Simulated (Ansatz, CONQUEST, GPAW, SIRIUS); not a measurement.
# MgSi: programs and potentials compared

```
Si Mg
1.0
     2.90839    0.00000    0.00000
     0.00000    2.90839    0.00000
     0.00000    0.00000    4.10343
Si Mg
1 1
Cartesian
  1.4542 1.4542 2.0517
  0.0000 0.0000 0.0000
```

The cell comes from a database or a generator and needn't be the stable form of this composition.

Alike in all runs: task single point; functional PBEsol; k mesh 9 × 9 × 7; occupations fermi-dirac, width 0.05 eV; no spin polarisation; no spin-orbit coupling. Pressure is positive in compression and, in plane waves, holds the error of the finite cutoff.

```json
{"program and potentials": "GPAW, PAW data sets generated for this functional", "plane-wave cutoff (eV)": "800", "notes": "-", "pressure (GPa)": "-1.43"}
{"program and potentials": "Ansatz, all-electron LAPW, scalar-relativistic", "plane-wave cutoff (eV)": "-", "notes": "-", "pressure (GPa)": "-1.52"}
{"program and potentials": "SIRIUS, PseudoDojo 0.4.1 PBEsol standard (scalar relativistic)", "plane-wave cutoff (eV)": "1152", "notes": "-", "pressure (GPa)": "-1.43"}
{"program and potentials": "CONQUEST, PseudoDojo NC PBEsol, DZP, grid cutoff 120 Ha", "plane-wave cutoff (eV)": "-", "notes": "atomic basis", "pressure (GPa)": "1.59"}
```

The pressure spans -1.52 (Ansatz, all-electron LAPW, scalar-relativistic) to 1.59 GPa (CONQUEST, PseudoDojo NC PBEsol, DZP, grid cutoff 120 Ha), with all-electron results at -1.52. Rows in atomic bases carry the error of their basis and grid, which can be large.

Differences between rows come from potentials, basis sets and numerical settings, since the functional is the same but for its coding. Runs on potential files found faulty are left out.
